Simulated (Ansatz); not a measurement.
# V (Im-3m) in Ansatz: further runs

One crystal, V, is run at these levels: r2SCAN0, PBEsol0; tasks: single point, relaxation of cell and atoms.

Program: Ansatz 0.2.0. These are calculated values, not measurements. Logs are shortened: lines on timing, memory, paths and dates and some standing lists are left out, and cuts for length are marked.

### 1 Starting point

It takes space group Im-3m (No. 229, cubic). The conventional cell has a = 3.029 Å, b = 3.029 Å, c = 3.029 Å, α = 90.00°, β = 90.00°, γ = 90.00°. Around V (site symmetry m-3m) lie 8 V at 2.62 Å.

### 2 Single point, r2SCAN0, collinear spin, ferromagnetic start

The input, input.yaml:

```yaml
crystal:
  lattice:
    - [-1.51435, 1.51435, 1.51435]
    - [1.51435, -1.51435, 1.51435]
    - [1.51435, 1.51435, -1.51435]
  atoms:
    - { symbol: V, position: [0.0, 0.0, 0.0], spin: 2.0 }
hamiltonian:
  xc: r2scan0
  pseudopotentials: { kind: paw }
magnetization:
  spin_polarized: true
kpoints:
  mp_grid: { grid: [6, 6, 6] }
scf:
  occupations: { method: fermi_dirac, width: 0.05 }
output:
  forces: true
  stress: true
  eigenvalues: true
```

Potentials or basis: Ansatz PAW.

Command:

```console
> ansatz run input.yaml --threads 2 --pin off --max-ram 5632MiB --backend cpu --events-out ev --progress --plain --runs-dir out
```

The program printed:

```text
Warning: output.stress: scf.convergence.dr2_threshold = 1e-7 eV (the SCF's general default) is looser than the 1e-10 eV advised for a printed stress (1e-10 eV for each atom of the cell: 1). What an SCF threshold leaves in a stress goes as its square root, and in the free energy as the threshold itself, and one threshold admits the most on a small cell: of the crystals measured, under no hybrid functional and no lock of the moments, on runs that ended without the residual-converged pass, on stresses that held no estimate of that error, the worst erred by over 100 MPa in a component at 1e-7 eV an atom and by under 5 at 1e-10. Set scf.convergence.dr2_threshold to 1e-10 eV or tighter. The threshold is an SCF's pass mark: one that does not reach it within its budget of iterations ends unconverged, or closes short of it on a stop that the run arms, and scf.convergence.dr2_threshold's page says what that costs each kind of run
Warning: output.stress: scf.exx.energy_threshold = 1e-6 eV is looser than the 1e-8 eV advised for a stress under a hybrid functional (1e-8 eV for each atom of the cell: 1). Every SCF of the exchange loop can meet its threshold on dr2 while the loop round them stops early: no threshold on dr2 bounds what that leaves in the stress. Set scf.exx.energy_threshold to 1e-8 eV or tighter. The threshold is the loop's pass mark: a loop that does not reach it within its budget of cycles ends unconverged, and scf.exx.energy_threshold's page has the law
Warning: RAYON_NUM_THREADS=2 ignored (pool sized by the plan → 2); use --threads N
Engine: ansatz 0.2.0, x86_64-unknown-linux-gnu
Pseudopotentials: kind: paw
Pseudopotential: V, paw, valence charge 13, recommended cutoff 500 eV (meta_gga), V.paw.azcp
Functional definition: r2SCAN0
  parameter a = 0.25
  parameter k0 = 0.174
  parameter k1 = 0.065
  parameter a1 = 4.9479
  exchange = (1 - a)*r2scan_x(k0 = k0, k1 = k1, a1 = a1) + a*exact_x
  correlation = r2scan_c
Crystal: 1 atoms, lattice volume = 13.891 Å³
Basis set: ecut = 500 eV, 369 PW (Γ), exchange–correlation on 80×80×80 points (64 copies of the dense FFT grid, shifted against one another)
Bands: 12, of which v1, the nominal top of the filled ones, is band 7 counted from 1 (6 counted from 0)
Symmetry: 48 space group operations
Space group: Im-3m (ITA 229), of the structure as read, at distance tolerance 2.4e-5 Å
Magnetic group: BNS 229.140 (UNI 1642), of the structure as read, at distance tolerance 2.4e-5 Å
k-points: 16 of 216
Non-local potential: V, projectors of the file, l = 0: 3, l = 1: 2, l = 2: 3, l = 3: 1
PAW form: soft (Blöchl's): semilocal exchange-correlation on the pseudo side does not see the compensation charge
PAW frozen core: V, regenerated for the run's functional, and the local potential with it (the file was generated under x = pbe(κ = 0.804, μ = 0.2195149727645171), c = pbe(β = 0.06672455060314922))
PAW one-centre angular grid: V, 590 points (default); XC on 160 Gauss nodes
Initial density: superposition of atomic densities (chi_scale 0.1, normalization cell)
Starting moments: Σ|m| = 2 μB on 1 of 1 site
Initial wavefunctions: pseudopotential atomic-orbital guess
Functional: x = r2scan, c = r2scan; τ floored in thin density (d = 2e-4 eV/Å³), warm-up for x = 0.75 r2scan + 0.25 exact, c = r2scan; τ floored in thin density (d = 2e-4 eV/Å³)
iter 1 solved again at ethr=8.74e-3 eV; its pass at ethr=1.00e-1 eV (dr2=1.14e0 eV) is discarded
SCF iter   1: F=—  HF=-2916.756338 eV  |F-HF|=—  |Δ(HF+E_count)|=         —  Δρ=1.48e-1 (↑1.48e-1 ↓6.62e-2)  dr2=1.13e0  dr2_τ=6.12e-2  dr2_m=1.39e0  M=0.890 μB ∫|m|=0.890 μB  β_m=0.30  ethr=8.74e-3  ⟨swp⟩=2.2  Hψ=1885  notcnv=0
preconditioner: auto → none  [metal: Δε(μ)=0.112 eV  Ē_g=9.255 eV  σ=0.050 eV  W_gap=0.46  n_scr=0 (ndim 8)  ℏωp=22.3 eV  f_vac=0.000  D(μ)=1.66/eV (n_scr^D=18)]
iter 2 solved again at ethr=3.43e-4 eV; its pass at ethr=8.73e-3 eV (dr2=4.46e-2 eV) is discarded
SCF iter   2: F=—  HF=-2916.721610 eV  |F-HF|=—  |Δ(HF+E_count)|=   3.47e-2  Δρ=7.86e-2 (↑7.86e-2 ↓6.88e-2)  dr2=4.17e-2  dr2_τ=1.68e-2  dr2_m=6.81e-1  M=0.883 μB ∫|m|=0.883 μB  β_m=0.30  ethr=3.43e-4  ⟨swp⟩=2.9  Hψ=1698  notcnv=0  defer=2
SCF iter   3: F=—  HF=-2916.863279 eV  |F-HF|=—  |Δ(HF+E_count)|=   1.42e-1  Δρ=5.76e-2 (↑5.74e-2 ↓5.76e-2)  dr2=7.36e-3  dr2_τ=9.95e-3  dr2_m=4.16e-1  M=0.814 μB ∫|m|=0.814 μB  β_m=0.30  ethr=3.20e-4  ⟨swp⟩=2.8  Hψ=855  notcnv=0  defer=2
SCF iter   4: F=—  HF=-2916.955333 eV  |F-HF|=—  |Δ(HF+E_count)|=   9.21e-2  Δρ=4.60e-2 (↑4.12e-2 ↓4.60e-2)  dr2=3.57e-3  dr2_τ=5.46e-3  dr2_m=2.41e-1  M=0.781 μB ∫|m|=0.781 μB  β_m=0.30  ethr=5.66e-5  ⟨swp⟩=3.2  Hψ=1032  notcnv=0  defer=2
SCF iter   5: F=—  HF=-2917.001308 eV  |F-HF|=—  |Δ(HF+E_count)|=   4.60e-2  Δρ=3.24e-2 (↑3.24e-2 ↓3.18e-2)  dr2=7.46e-5  dr2_τ=2.83e-3  dr2_m=1.31e-1  M=0.778 μB ∫|m|=0.779 μB  β_m=0.30  ethr=2.75e-5  ⟨swp⟩=2.8  Hψ=944  notcnv=0  defer=1
[... 85 lines left out ...]
SCF 8 stopped early in 5 iterations: F = -2914.770067 eV  dr2 = 8.30e-7
hybrid outer 7: dexx = +2.460e-4 eV, tail = inf eV, Δε = 6.78e-2 eV (about 3.03e-2 eV left of the loop's levels)
Frozen-core exchange: fock
SCF iter   1: F=—  HF=-2914.770066 eV  |F-HF|=—  |Δ(HF+E_count)|=         —  Δρ=1.98e-5 (↑1.98e-5 ↓1.28e-5)  dr2=8.51e-8  dr2_τ=1.04e-9  dr2_m=3.20e-8  M=0.778 μB ∫|m|=0.836 μB  β_m=0.30  ethr=3.31e-7  ⟨swp⟩=2.0  Hψ=768  notcnv=0
preconditioner: auto → none  [insulator: Δε(μ)=0.373 eV  Ē_g=10.806 eV  σ=0.050 eV  W_gap=0.56  n_scr=0 (ndim 8)  ℏωp=22.3 eV  f_vac=0.000  D(μ)=1.11/eV (n_scr^D=12)]
SCF iter   2: F=—  HF=-2914.770066 eV  |F-HF|=—  |Δ(HF+E_count)|=   3.62e-8  Δρ=8.06e-6 (↑4.45e-6 ↓8.06e-6)  dr2=6.92e-8  dr2_τ=2.37e-10  dr2_m=3.64e-9  M=0.778 μB ∫|m|=0.836 μB  β_m=0.65  ethr=5.98e-11  ⟨swp⟩=4.0  Hψ=995  notcnv=0
SCF iter   3: F=—  HF=-2914.770066 eV  |F-HF|=—  |Δ(HF+E_count)|=   5.00e-9  Δρ=2.40e-6 (↑2.40e-6 ↓5.56e-7)  dr2=7.12e-8  dr2_τ=3.52e-11  dr2_m=2.26e-10  M=0.778 μB ∫|m|=0.836 μB  β_m=0.58  ethr=1.22e-11  ⟨swp⟩=3.6  Hψ=847  notcnv=0
SCF iter   4: F=—  HF=-2914.770066 eV  |F-HF|=—  |Δ(HF+E_count)|=   2.31e-7  Δρ=7.17e-6 (↑7.17e-6 ↓6.29e-6)  dr2=1.82e-8  dr2_τ=1.87e-10  dr2_m=4.36e-9  M=0.778 μB ∫|m|=0.836 μB  β_m=0.58  ethr=4.21e-12  ⟨swp⟩=4.0  Hψ=888  notcnv=0
SCF iter   5: F=—  HF=-2914.770066 eV  |F-HF|=—  |Δ(HF+E_count)|=   1.11e-8  Δρ=6.44e-7 (↑6.40e-7 ↓6.44e-7)  dr2=1.72e-8  dr2_τ=5.81e-12  dr2_m=2.63e-11  M=0.778 μB ∫|m|=0.836 μB  β_m=0.79  ethr=4.21e-12  ⟨swp⟩=3.9  Hψ=879  notcnv=0
SCF iter   6: F=—  HF=-2914.770066 eV  |F-HF|=—  |Δ(HF+E_count)|=   6.65e-8  Δρ=6.50e-6 (↑6.15e-6 ↓6.50e-6)  dr2=2.67e-9  dr2_τ=1.57e-10  dr2_m=4.48e-9  M=0.778 μB ∫|m|=0.836 μB  β_m=0.79  ethr=1.00e-12  ⟨swp⟩=4.3  Hψ=932  notcnv=0
SCF iter   7: F=-2914.770066 eV  HF=-2914.770066 eV  |F-HF|=1.23e-11  |Δ(HF+E_count)|=   1.28e-8  Δρ=2.09e-7 (↑1.79e-7 ↓2.09e-7)  dr2=3.07e-10  dr2_τ=5.20e-13  dr2_m=3.43e-12  M=0.778 μB ∫|m|=0.836 μB  ethr=1.00e-12  ⟨swp⟩=4.0  Hψ=902  notcnv=0
SCF 9 converged in 7 iterations: F = -2914.770066 eV  dr2 = 3.07e-10
  Residual-converged pass: ⟨swp⟩=2.0  Hψ=469  notcnv=0  max |occ|·‖R‖ = 1.8e-6 eV (tolerance 2.1e-6 eV)  dr2=3.07e-10  dr2_τ=5.43e-13  dr2_m=3.42e-12  dr2_onsite=1.96e-12  max |Δocc| = 5.4e-16
hybrid outer 8: dexx = +6.305e-7 eV, tail = 9.94e-8 eV, magnetization grown 1.0088 times (not accepted), Δε = 2.08e-3 eV (about 1.96e-4 eV left of the loop's levels)
Frozen-core exchange: fock
SCF iter   1: F=—  HF=-2914.770066 eV  |F-HF|=—  |Δ(HF+E_count)|=         —  Δρ=6.51e-7 (↑4.79e-7 ↓6.51e-7)  dr2=1.31e-10  dr2_τ=3.06e-12  dr2_m=1.84e-11  M=0.778 μB ∫|m|=0.836 μB  β_m=0.30  ethr=7.91e-10  ⟨swp⟩=3.2  Hψ=870  notcnv=0
preconditioner: auto → none  [insulator: Δε(μ)=0.372 eV  Ē_g=10.806 eV  σ=0.050 eV  W_gap=0.56  n_scr=0 (ndim 8)  ℏωp=22.3 eV  f_vac=0.000  D(μ)=1.11/eV (n_scr^D=12)]
SCF iter   2: F=-2914.770066 eV  HF=-2914.770066 eV  |F-HF|=5.46e-12  |Δ(HF+E_count)|=  2.27e-11  Δρ=1.94e-7 (↑1.94e-7 ↓1.27e-7)  dr2=4.90e-11  dr2_τ=3.75e-13  dr2_m=2.12e-12  M=0.778 μB ∫|m|=0.836 μB  ethr=1.00e-12  ⟨swp⟩=3.1  Hψ=696  notcnv=0
SCF 10 converged in 2 iterations: F = -2914.770066 eV  dr2 = 4.90e-11
  Residual-converged pass: ⟨swp⟩=1.7  Hψ=463  notcnv=0  max |occ|·‖R‖ = 1.9e-6 eV (tolerance 2.1e-6 eV)  dr2=4.89e-11  dr2_τ=3.83e-13  dr2_m=2.25e-12  dr2_onsite=1.77e-12  max |Δocc| = 8.7e-15
hybrid outer 9: dexx = +1.243e-10 eV, tail = 2.04e-10 eV, Δε = 2.86e-5 eV (about 2.43e-5 eV left of the loop's levels), ΔF = 5.46e-30 eV/Å (tail 3.44e-30)
this state was not tested for a lower state beside it, because the functional holds exact exchange (a hybrid, or Hartree-Fock), whose exchange loop this test does not read (fock_operator); the stability check (scf.self_checks: high) cannot read this state: a pseudopotential is PAW: the check reads norm-conserving sets alone
hybrid SCF converged: 9 outer / 45 inner (+14 warm-up), last move |dexx| = 1.24e-10 eV, tail = 2.04e-10 eV
Magnetization: 0.7779 μB (6.8889 up, 6.1111 down)
Absolute magnetization: 0.8486 μB (∫|ρ↑−ρ↓|, with the PAW one-centre terms)
Spin contamination: 0.0662 ħ² per cell (⟨S²⟩ above its minimum at these occupations)
Per-site moments (μB) at R_I (Å): [(0.6765903555060561, 1.081959095432296)]
Free energy (F): -2914.770066 eV
Frozen-core exchange: fock
Harris-Foulkes:  -2914.770066 eV  (|F-HF|=5.46e-12)
Internal energy: -2914.762202 eV  (E = F + TS)
E sigma→0 (E₀):  -2914.766134 eV
Entropy (-TS):   -0.007864 eV (-7.864 meV/atom)
Fermi energy:    16.006555 eV
--- Per-component energies (eV) ---
  E_band       = -202.925010
  E_kinetic    = 335.412031
  E_local      = -903.356366  (includes V_loc(G=0)·N_el)
  E_nonlocal   = -48.681483
  E_hartree    = 408.953444
  E_xc         = -98.260184
  E_vxc        = -140.376480  (∫ρ·V_xc dr)
  E_exx        = -51.404989  (= α·E_x^exact, valence–valence)
  E_paw        = -1095.018636  (= ΣΔE_a)
  E_vpaw       = -169.268989  (= ΣTr[D̂ρ^β])
  E_aug_tail   = 0.000185  (compensation charges beyond the density's cutoff)
  E_vtau       = 8.249171  (kinetic-family band-sum trace: ∫τ·v_τ [+ j·A + Jᵃ·Aᵃ] dr)
  E_ewald      = -1462.049804
  E_core_change = -0.356401  (= ΣΔE_core)
  E_smearing   = -0.007864  (= −TS)
  E_closure    = 0.000000  (closes the sum)
  Σ components = -2914.770066   (vs F -2914.770066, Δ=-4.55e-13)
--- Forces (eV/Å), atoms counted from 1 ---
  atom   1  V      0.00000000    -0.00000000     0.00000000
  max |Σ_I F_I| component: 5.13e-30 eV/Å
--- Stress (GPa, compression-positive) ---
       -7.107286      -0.000000      -0.000000
        0.000000      -7.107286       0.000000
       -0.000000      -0.000000      -7.107286
  P = ⅓ Tr σ = -7.1073 GPa (-71.073 kbar)
--- Band table (eV; the first three rows and the last of 32) ---
  k-point 0 ↑: bands = ["-55.7473", "-26.6114", "-26.6114", "-26.6114", "7.1022", "14.8070", "14.8070", "14.8070", "19.8230", "19.8230", "37.8414", "37.8414"]
  k-point 1 ↑: bands = ["-55.6978", "-26.8569", "-26.6851", "-26.6092", "8.2970", "14.2201", "14.6294", "16.3654", "19.3064", "19.8162", "35.7994", "37.2731"]
  k-point 2 ↑: bands = ["-55.5990", "-27.3320", "-26.8301", "-26.6035", "10.5585", "13.2298", "14.8033", "18.6444", "19.1380", "19.9134", "30.4250", "34.5884"]
  k-point 15 ↓: bands = ["-54.5162", "-26.2080", "-26.2080", "-26.2080", "11.7772", "11.7772", "21.7722", "21.7722", "21.7722", "27.6211", "27.6211", "27.6211"]
```

Wall time 30 s (2 threads of Intel Xeon at 2.70GHz, shared host); peak memory 0.63 GiB.

What came out:

- Free energy: -2914.7701 eV
- Pressure: -7.1 GPa
- Band gap on the k mesh: none (metal or under the smearing width)
- Net moment: 0.78 μB per cell
- Absolute moment: 0.85 μB per cell
- Site moments: V +0.68 μB

Levels at points of the mesh, in eV from the Fermi level:
Spin up:
```
              k point  band 5  band 6  band 7  band 8  band 9  band 10
   (0.00, 0.00, 0.00)   -8.90   -1.20   -1.20   -1.20    3.82     3.82
  (0.00, 0.00, -0.50)   -5.03   -3.19    0.99    3.30    3.94     4.01
(-0.50, -0.50, -0.50)   -3.93   -3.93    3.60    3.60    3.60    10.65
```
Spin down:
```tsv
k point	band 3	band 4	band 5	band 6	band 7	band 8	band 9	band 10
(0.00, 0.00, 0.00)	-41.64	-41.64	-8.47	2.27	2.27	2.27	3.53	3.53
(0.00, 0.00, -0.50)	-41.90	-41.65	-3.99	-0.53	1.44	3.83	3.84	6.13
(-0.50, -0.50, -0.50)	-42.21	-42.21	-4.23	-4.23	5.77	5.77	5.77	11.61
```

Caveat: the k mesh is coarse (spacing up to 0.49 Å⁻¹), so the values aren't converged, least of all with exact exchange; the magnetic or orbital state may not be the lowest; the PAW data sets come from PBE, with cores solved anew for the run's functional, which leaves a small shift of forces and pressure; the thresholds are loose for stress.

### 3 Relaxation of cell and atoms, PBEsol0, collinear spin, ferromagnetic start

Edit input.yaml of step 2 so:

```diff
@@ -8,3 +8,3 @@
 hamiltonian:
-  xc: r2scan0
+  xc: { exchange: pbesol, correlation: pbesol, exx: { coeff: 0.25 } }
   pseudopotentials: { kind: paw }
@@ -19,2 +19,5 @@
   stress: true
-  eigenvalues: true
+relax:
+  f_tol: 0.01
+  max_steps: 40
+  cell: { stress_tol: 0.05 }
```

Potentials or basis: Ansatz PAW.

Command:

```console
> ansatz run input.yaml --threads 2 --pin off --max-ram 5632MiB --backend cpu --events-out ev --progress --plain --runs-dir out
```

Run time: 65 s. Hardware: 2 threads of Intel Xeon at 2.70GHz, shared host; peak memory 0.58 GiB.

It converged, with:

| Item | Value |
| --- | --- |
| Free energy | -2891.7240 eV |
| Relaxed volume | 12.93 Å³/atom |
| Relaxed cell | a = 2.561 Å, b = 2.561 Å, c = 2.561 Å, α = 109.47°, β = 109.47°, γ = 109.47° |
| Space group after relaxing (to 0.05 Å) | Im-3m (No. 229) |
| Energy gained by relaxing | 43.6 meV/atom |
| Ionic steps | 5 |
| Pressure after relaxing | 0.0 GPa |
| Band gap on the k mesh | none (metal or under the smearing width) |
| Net moment | 0.78 μB per cell |
| Absolute moment | 0.79 μB per cell |
| Site moments | V +0.62 μB |

The path:
| step | energy change (eV) | largest force (eV/Å) | volume (Å³) |
| --- | --- | --- | --- |
| 1 | 0.0000 | 0.0000 | 13.89 |
| 2 | -0.0403 | 0.0000 | 12.65 |
| 3 | -0.0442 | 0.0000 | 12.96 |
| 4 | -0.0443 | 0.0000 | 12.93 |
| 5 | -0.0436 | 0.0000 | 12.93 |

Final structure:
```
V
1.0
    -1.47855    1.47855    1.47855
     1.47855   -1.47855    1.47855
     1.47855    1.47855   -1.47855
V
1
Direct
  0.00000 0.00000 0.00000
```

Levels at points of the mesh, in eV from the Fermi level:
Spin up:
```
              k point  band 5  band 6  band 7  band 8  band 9  band 10
   (0.00, 0.00, 0.00)   -8.90   -0.93   -0.93   -0.93    3.57     3.57
  (0.00, 0.00, -0.50)   -5.20   -3.09    1.21    3.28    3.84     4.57
(-0.50, -0.50, -0.50)   -4.61   -4.61    4.18    4.18    4.18    11.16
```
Spin down:
```
              k point  band 2  band 3  band 4  band 5  band 6  band 7  band 8  band 9  band 10
   (0.00, 0.00, 0.00)  -40.47  -40.47  -40.47   -8.26    1.81    1.81    1.81    3.75     3.75
  (0.00, 0.00, -0.50)  -41.60  -40.80  -40.48   -4.26   -1.29    2.04    3.89    4.07     6.09
(-0.50, -0.50, -0.50)  -41.20  -41.20  -41.20   -4.36   -4.36    5.67    5.67    5.67    11.89
```

Caveat: the k mesh is coarse (spacing up to 0.49 Å⁻¹), so the values aren't converged, least of all with exact exchange; the magnetic or orbital state may not be the lowest; the plane-wave basis is chosen anew once the cell has moved, so the energies of steps on either side of that aren't comparable; the PAW data sets come from PBE, with cores solved anew for the run's functional, which leaves a small shift of forces and pressure.
